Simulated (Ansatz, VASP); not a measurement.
# ZnS in two plane-wave programs, part 2 of 3

Aim: how closely do two programs agree when they are given the same cell, functional and k mesh? The cell is taken from a series of runs on this material, whose earlier steps may have relaxed, scaled, displaced or heated it; both programs get it as it stands.

VASP 6.6.1 and Ansatz 0.2.0.

So far: Starting point; Ansatz: zone-centre phonons, LDA.

## 3. VASP: zone-centre phonons, LDA

Level of this step: LDA; plane waves and PAW (S, Zn) (VASP).

The same cell, functional (in two slightly different forms) and mesh now go to VASP, with its own data sets.

Lines of VASP's logs that name or quote its potential files are left out, and so is its time.

The input, INCAR:

```
SYSTEM = ZnS
PREC = Accurate
ENCUT = 500
EDIFF = 1E-08
NELM = 120
ISMEAR = 0
SIGMA = 0.01
LREAL = .FALSE.
ALGO = Normal
GGA = CA
NBANDS = 15
LORBIT = 11
LWAVE = .FALSE.
LCHARG = .FALSE.
ISIF = 2
IBRION = 8
LEPSILON = .TRUE.
LASPH = .TRUE.
GGA_COMPAT = .FALSE.
EFERMI = MIDGAP
KPAR = 2
```

The input, POSCAR:

```
ZnS
1.0
    0.0000000000      2.6284884161      2.7013249292
    2.6284884161      0.0000000000      2.7013249292
    2.6284884161      2.6284884161      0.0000000000
S Zn
1 1
Direct
    0.0000000000      0.0000000000      0.0000000000
    0.7500000000      0.7500000000      0.7500000000
```

The input, KPOINTS:

```
Automatic mesh
0
Gamma
12 12 12
0 0 0
```

Potentials, in the order of the species: S and Zn (LDA family, release 64).

On the command line:

```bash
$ mpirun -np 2 vasp_std
```

What it wrote:

```text
[banner, memory and clock lines left out]
running    2 mpi-ranks, on    1 nodes
 distrk:  each k-point on    1 cores,    2 groups
 distr:  one band on    1 cores,    1 groups

 POSCAR found type information on POSCAR S Zn
 POSCAR found :  2 types and       2 ions
 LDA part: xc-table for (Slater(with rela. corr.)+CA(PZ))
 , standard interpolation
 POSCAR, INCAR and KPOINTS ok, starting setup
 FFT: planning ... GRIDC
 FFT: planning ... GRID_SOFT
 FFT: planning ... GRID
 WAVECAR not read
 entering main loop
       N       E                     dE             d eps       ncg     rms          rms(c)
DAV:   1     0.809333933925E+02    0.80933E+02   -0.84811E+03  4898   0.141E+03
DAV:   2    -0.322849914397E+01   -0.84162E+02   -0.79187E+02  5373   0.267E+02
DAV:   3    -0.858630338269E+01   -0.53578E+01   -0.53285E+01  6122   0.643E+01
DAV:   4    -0.864190246530E+01   -0.55599E-01   -0.55581E-01  5835   0.680E+00
DAV:   5    -0.864253361541E+01   -0.63115E-03   -0.63113E-03  6381   0.705E-01    0.759E+00
DAV:   6    -0.824100714589E+01    0.40153E+00   -0.80557E-01  7384   0.338E+01    0.582E+00
DAV:   7    -0.821181594384E+01    0.29191E-01   -0.25267E-01  5968   0.536E+00    0.277E+00
DAV:   8    -0.820570360619E+01    0.61123E-02   -0.56875E-03  7409   0.129E+00    0.636E-01
DAV:   9    -0.820515286640E+01    0.55074E-03   -0.11971E-03  5646   0.268E-01    0.815E-02
DAV:  10    -0.820516820900E+01   -0.15343E-04   -0.84557E-05  6136   0.856E-02    0.211E-02
DAV:  11    -0.820516514524E+01    0.30638E-05   -0.99389E-06  7678   0.678E-02    0.395E-03
DAV:  12    -0.820516526293E+01   -0.11768E-06   -0.12125E-06  5905   0.115E-02    0.153E-03
DAV:  13    -0.820516526457E+01   -0.16457E-08   -0.46730E-08  6381   0.179E-03
   1 F= -.82051653E+01 E0= -.82051653E+01  d E =0.000000E+00
 Linear response reoptimize wavefunctions to high precision
DAV:   1    -0.820516526535E+01   -0.77353E-09   -0.24165E-09  5096   0.976E-04
DAV:   2    -0.820516526542E+01   -0.69804E-10   -0.68685E-10  3628   0.217E-04
 Linear response G [H, r] |phi>, progress :
  Direction:   1
       N       E                     dE             d eps       ncg     rms
RMM:   1    -0.480481764333E+02   -0.48048E+02    0.15102E+02  8276   0.730E+01
RMM:   2    -0.492461982536E+02   -0.11980E+01   -0.99459E+00  8399   0.262E+01
RMM:   3    -0.494423449966E+02   -0.19615E+00   -0.73280E-01  9219   0.644E+00
RMM:   4    -0.494502586160E+02   -0.79136E-02   -0.29271E-02  9386   0.133E+00
RMM:   5    -0.494503462927E+02   -0.87677E-04   -0.19071E-03  9629   0.316E-01
RMM:   6    -0.494504478716E+02   -0.10158E-03   -0.45481E-04  9634   0.858E-02
RMM:   7    -0.494504269114E+02    0.20960E-04   -0.60847E-05  9799   0.257E-02
RMM:   8    -0.494504291957E+02   -0.22842E-05   -0.11210E-04  9839   0.899E-03
RMM:   9    -0.494504267458E+02    0.24499E-05   -0.21675E-05  9051   0.332E-03
RMM:  10    -0.494504266366E+02    0.10922E-06   -0.98197E-05  7476   0.162E-03
RMM:  11    -0.494504252473E+02    0.13893E-05   -0.28744E-05  6598   0.910E-04
RMM:  12    -0.494504254098E+02   -0.16250E-06   -0.42980E-05  5779   0.702E-04
RMM:  13    -0.494504251748E+02    0.23504E-06   -0.49644E-05  5322   0.607E-04
RMM:  14    -0.494504256222E+02   -0.44746E-06   -0.17450E-05  4956   0.580E-04
RMM:  15    -0.494504251756E+02    0.44663E-06   -0.64814E-05  4656   0.572E-04
RMM:  16    -0.494504254202E+02   -0.24462E-06   -0.21128E-05  4418   0.559E-04
 Linear response G [H, r] |phi>, progress :
  Direction:   2
       N       E                     dE             d eps       ncg     rms
RMM:   1    -0.448572632036E+02   -0.44857E+02    0.17283E+02  8191   0.738E+01
RMM:   2    -0.469098724066E+02   -0.20526E+01   -0.90350E+00  8385   0.253E+01
RMM:   3    -0.470913614235E+02   -0.18149E+00   -0.67232E-01  9119   0.608E+00
RMM:   4    -0.470965645163E+02   -0.52031E-02   -0.22477E-02  9419   0.129E+00
RMM:   5    -0.470972013881E+02   -0.63687E-03   -0.24302E-03  9587   0.311E-01
RMM:   6    -0.470972790587E+02   -0.77671E-04   -0.41736E-04  9641   0.858E-02
RMM:   7    -0.470972618532E+02    0.17205E-04   -0.55823E-05  9721   0.254E-02
RMM:   8    -0.470972639495E+02   -0.20963E-05   -0.47526E-05  9816   0.877E-03
RMM:   9    -0.470972609419E+02    0.30076E-05   -0.64713E-06  8930   0.322E-03
RMM:  10    -0.470972614198E+02   -0.47791E-06    0.60948E-06  7383   0.158E-03
RMM:  11    -0.470972613760E+02    0.43757E-07    0.29566E-06  6541   0.905E-04
RMM:  12    -0.470972612461E+02    0.12992E-06    0.91205E-06  5781   0.718E-04
RMM:  13    -0.470972609810E+02    0.26513E-06   -0.73810E-08  5375   0.627E-04
RMM:  14    -0.470972610649E+02   -0.83971E-07    0.86503E-06  5084   0.621E-04
RMM:  15    -0.470972610474E+02    0.17489E-07    0.14207E-07  4734   0.597E-04
RMM:  16    -0.470972615499E+02   -0.50248E-06    0.52365E-06  4461   0.596E-04
 Linear response G [H, r] |phi>, progress :
  Direction:   3
       N       E                     dE             d eps       ncg     rms
[...]
RMM:   1    -0.548340458323E+00   -0.54834E+00   -0.20917E+00 18693   0.382E+00
RMM:   2    -0.576085242420E+00   -0.27745E-01   -0.14017E-02 25730   0.834E-01    0.142E+00
RMM:   3    -0.540462746067E+00    0.35622E-01   -0.24632E-02 25122   0.855E-01    0.741E-01
RMM:   4    -0.546075008858E+00   -0.56123E-02   -0.17266E-02 25755   0.713E-01    0.182E-01
[...]
RMM:   7    -0.565415169702E+00   -0.27447E-03   -0.12628E-05 15088   0.211E-02    0.163E-03
RMM:   8    -0.565423828161E+00   -0.86585E-05   -0.61929E-07 15731   0.447E-03    0.963E-04
RMM:   9    -0.565419972957E+00    0.38552E-05   -0.12905E-07 16001   0.147E-03    0.401E-04
RMM:  10    -0.565423943657E+00   -0.39707E-05   -0.24978E-08 14748   0.406E-04    0.182E-04
RMM:  11    -0.565423416521E+00    0.52714E-06    0.12378E-09 13597   0.166E-04    0.246E-05
RMM:  12    -0.565423384536E+00    0.31985E-07    0.85604E-09  9550   0.732E-05    0.277E-06
 change of polarisation eV/A/(eV/A) component  3 :     0.331     0.035     1.075
 dielectric tensor                  component  3 :     1.604     0.168     6.210
 Linear response DOF=           4
 Linear response progress:
  Degree of freedom:   1/  4
       N       E                     dE             d eps       ncg     rms          rms(c)
RMM:   1    -0.105407792165E+00   -0.10541E+00    0.49067E-02 35846   0.229E+00
RMM:   2    -0.102921407364E+00    0.24864E-02   -0.49475E-03 22823   0.683E-01    0.172E-01
RMM:   3    -0.103303245016E+00   -0.38184E-03   -0.34584E-04 24960   0.151E-01    0.857E-02
RMM:   4    -0.103691222528E+00   -0.38798E-03   -0.53188E-05 25261   0.536E-02    0.165E-02
RMM:   5    -0.103705587313E+00   -0.14365E-04   -0.34937E-06 26359   0.130E-02    0.939E-03
RMM:   6    -0.103690434894E+00    0.15152E-04   -0.28041E-07 25894   0.396E-03    0.446E-03
RMM:   7    -0.103693212441E+00   -0.27775E-05   -0.69041E-08 25642   0.130E-03    0.698E-04
RMM:   8    -0.103693717331E+00   -0.50489E-06   -0.73212E-09 27426   0.304E-04    0.117E-04
RMM:   9    -0.103693218750E+00    0.49858E-06    0.19839E-09 26992   0.998E-05    0.403E-05
RMM:  10    -0.103693376365E+00   -0.15762E-06   -0.19389E-09 26885   0.431E-05    0.703E-06
RMM:  11    -0.103693393619E+00   -0.17254E-07    0.31294E-09 26923   0.215E-05    0.561E-06
RMM:  12    -0.103693379090E+00    0.14529E-07    0.60755E-11 22974   0.111E-05    0.509E-07
RMM:  13    -0.103693381691E+00   -0.26006E-08   -0.35977E-09 16323   0.808E-06    0.151E-07
 first order change of Fermi-energy   0.60351E-04
 force on displaced ion       1 direction 1 :  -6.580  -0.000   0.000
 Born effective charge ion    1 direction 1 :  -1.896   0.000   0.000
 Linear response progress:
  Degree of freedom:   2/  4
       N       E                     dE             d eps       ncg     rms          rms(c)
RMM:   1    -0.105372067582E+00   -0.10537E+00    0.54648E-02 20841   0.230E+00
RMM:   2    -0.103153780641E+00    0.22183E-02   -0.49333E-03 13552   0.672E-01    0.177E-01
RMM:   3    -0.103546784110E+00   -0.39300E-03   -0.34752E-04 14604   0.150E-01    0.879E-02
RMM:   4    -0.103944406318E+00   -0.39762E-03   -0.56353E-05 14794   0.548E-02    0.169E-02
RMM:   5    -0.103954004381E+00   -0.95981E-05   -0.38671E-06 15368   0.137E-02    0.940E-03
RMM:   6    -0.103939050991E+00    0.14953E-04   -0.34535E-07 15179   0.407E-03    0.478E-03
RMM:   7    -0.103942369145E+00   -0.33182E-05   -0.83408E-08 14967   0.137E-03    0.597E-04
RMM:   8    -0.103942544544E+00   -0.17540E-06    0.12617E-10 15944   0.302E-04    0.139E-04
RMM:   9    -0.103941994660E+00    0.54988E-06    0.95849E-10 15667   0.101E-04    0.452E-05
RMM:  10    -0.103942164381E+00   -0.16972E-06   -0.71344E-10 15697   0.415E-05    0.947E-06
RMM:  11    -0.103942178488E+00   -0.14108E-07   -0.21152E-10 15646   0.195E-05    0.602E-06
RMM:  12    -0.103942164321E+00    0.14168E-07   -0.10258E-09 13639   0.888E-06    0.325E-07
RMM:  13    -0.103942166356E+00   -0.20351E-08   -0.49811E-09  9470   0.586E-06    0.122E-07
 first order change of Fermi-energy   0.42695E+00
 force on displaced ion       1 direction 3 :  -0.000  -0.000  -6.764
 Born effective charge ion    1 direction 3 :   0.000   0.000  -1.965
 Linear response progress:
  Degree of freedom:   3/  4
       N       E                     dE             d eps       ncg     rms          rms(c)
RMM:   1    -0.212526014609E+00   -0.21253E+00    0.41246E-04 20146   0.217E+00
RMM:   2    -0.210475934610E+00    0.20501E-02   -0.29865E-03 22828   0.469E-01    0.121E-01
RMM:   3    -0.210264465951E+00    0.21147E-03   -0.68226E-05 27171   0.683E-02    0.710E-02
RMM:   4    -0.209993558985E+00    0.27091E-03   -0.12881E-05 26740   0.266E-02    0.381E-03
RMM:   5    -0.209993153345E+00    0.40564E-06   -0.29905E-07 28205   0.461E-03    0.141E-03
RMM:   6    -0.209997866666E+00   -0.47133E-05   -0.42991E-08 27892   0.144E-03    0.280E-04
RMM:   7    -0.209998380086E+00   -0.51342E-06   -0.13713E-08 28311   0.360E-04    0.117E-04
RMM:   8    -0.209998245938E+00    0.13415E-06   -0.41429E-09 26817   0.150E-04    0.285E-05
RMM:   9    -0.209998073983E+00    0.17195E-06   -0.12885E-10 28464   0.555E-05    0.107E-05
RMM:  10    -0.209998037775E+00    0.36208E-07    0.22919E-10 28815   0.233E-05    0.122E-06
RMM:  11    -0.209998043206E+00   -0.54309E-08    0.78509E-11 24419   0.129E-05    0.448E-07
 first order change of Fermi-energy  -0.15553E-04
 force on displaced ion       2 direction 1 :  -6.634  -0.000   0.000
 Born effective charge ion    2 direction 1 :   1.895   0.000   0.000
 Linear response progress:
  Degree of freedom:   4/  4
       N       E                     dE             d eps       ncg     rms          rms(c)
RMM:   1    -0.212510971658E+00   -0.21251E+00    0.13614E-03 11911   0.216E+00
RMM:   2    -0.210659775530E+00    0.18512E-02   -0.29387E-03 13412   0.464E-01    0.125E-01
RMM:   3    -0.210447276941E+00    0.21250E-03   -0.66547E-05 15846   0.681E-02    0.728E-02
RMM:   4    -0.210178260562E+00    0.26902E-03   -0.13028E-05 15660   0.263E-02    0.436E-03
RMM:   5    -0.210176325652E+00    0.19349E-05   -0.31421E-07 16452   0.467E-03    0.141E-03
RMM:   6    -0.210180745896E+00   -0.44202E-05   -0.43840E-08 16334   0.147E-03    0.279E-04
RMM:   7    -0.210181178601E+00   -0.43271E-06   -0.75244E-09 16535   0.378E-04    0.130E-04
RMM:   8    -0.210181274790E+00   -0.96189E-07   -0.40185E-09 16155   0.164E-04    0.357E-05
RMM:   9    -0.210181066430E+00    0.20836E-06   -0.73572E-11 16491   0.554E-05    0.149E-05
RMM:  10    -0.210181033056E+00    0.33374E-07   -0.34864E-11 16820   0.223E-05    0.131E-06
RMM:  11    -0.210181035638E+00   -0.25821E-08   -0.95962E-11 14068   0.116E-05    0.584E-07
 first order change of Fermi-energy  -0.42629E+00
 force on displaced ion       2 direction 3 :  -0.000  -0.000  -6.761
 Born effective charge ion    2 direction 3 :   0.000   0.000   1.964
 Born effective charges drift removed
 Linear response finished
```

[end of part 2 of 3]

[Lines on the potential files, build, host, timing and source positions are cut from VASP's logs without a mark.]

[Logs are printed without paths, hosts, clocks, repeated set-up lines and the standing remarks that a program may print on its own settings, such as how far it seeks lower states.]

[Hosts, paths, dates, database ids (printed as entryN), source tags and the programs' standing remarks are cut or masked in the printed files.]
